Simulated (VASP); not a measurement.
Set up this calculation in VASP 6.6.1, as the native input.

```
Task                   : atomic charges
Functional             : SCAN
Potentials or basis    : VASP PAW PBE potentials, release 64 (Hf_pv, B_s)
Cutoff                 : 400 eV
k mesh                 : 7 × 7 × 7
Occupations            : tetrahedron
Spin                   : spin-orbit coupling, no magnetisation
Further INCAR settings : LREAL = Auto; ALGO = Normal; EDIFF = 1e-06
```

The structure of HfB lies in POSCAR:

```
HfB
3.2668
    0.000000000000      0.707113995347      0.707113995347
    0.707113995347      0.000000000000      0.707113995347
    0.707113995347      0.707113995347      0.000000000000
Hf B
1 1
Direct
    0.5000000000      0.5000000000      0.5000000000
    0.0000000000      0.0000000000      0.0000000000
```

These files were run (other wordings do the same):

INCAR

```
SYSTEM = HfB
PREC     = Accurate       ! precision mode
ENCUT    = 400            ! plane-wave cutoff, eV
EDIFF    = 1E-6           ! SCF threshold, eV
ISMEAR   = -5             ! smearing method
SIGMA    = 0.05           ! smearing width, eV
LREAL    = Auto         
LASPH    = .True.         ! aspherical terms in the spheres
NELM     = 60             ! most SCF steps
ALGO     = Normal         ! electronic algorithm
ISIF     = 2              ! what is computed and relaxed
LWAVE    = .False.        ! write WAVECAR
LCHARG   = .False.        ! write CHGCAR
LNONCOLLINEAR= .True.         ! non-collinear magnetism
MAGMOM   = 0 0 0 0 0 0    ! initial moments
LORBIT   = 10             ! projections on sites
LSORBIT  = .True.         ! spin-orbit coupling
GGA_COMPAT= .False.      
LMAXMIX  = 4              ! l up to which the mixer works
METAGGA  = SCAN           ! meta-GGA
LMIXTAU  = .True.
```

KPOINTS

```
regular mesh
0
Gamma
  7 7 7
  0 0 0
```

Potentials or basis: VASP PAW PBE potentials, release 64 (Hf_pv, B_s).

The run is started by

```bash
$ cat potpaw_PBE.64/Hf_pv/POTCAR potpaw_PBE.64/B_s/POTCAR > POTCAR
$ mpirun -np 1 vasp_ncl > vasp.out
```

It gave:

* Pressure: 25.1 GPa
* Valence electrons inside the program's atomic spheres: Hf 8.94; B 2.25

Caveat: so large a pressure means that the cell lies far from this level's equilibrium, or that cutoff or potentials fall short; the potentials were made for another functional, which shifts forces and pressure.

Wall time 96 s on 1 thread of Intel(R) Xeon(R) Platinum 8488C (Sapphire Rapids) (shared host), peak memory 0.22 GiB.
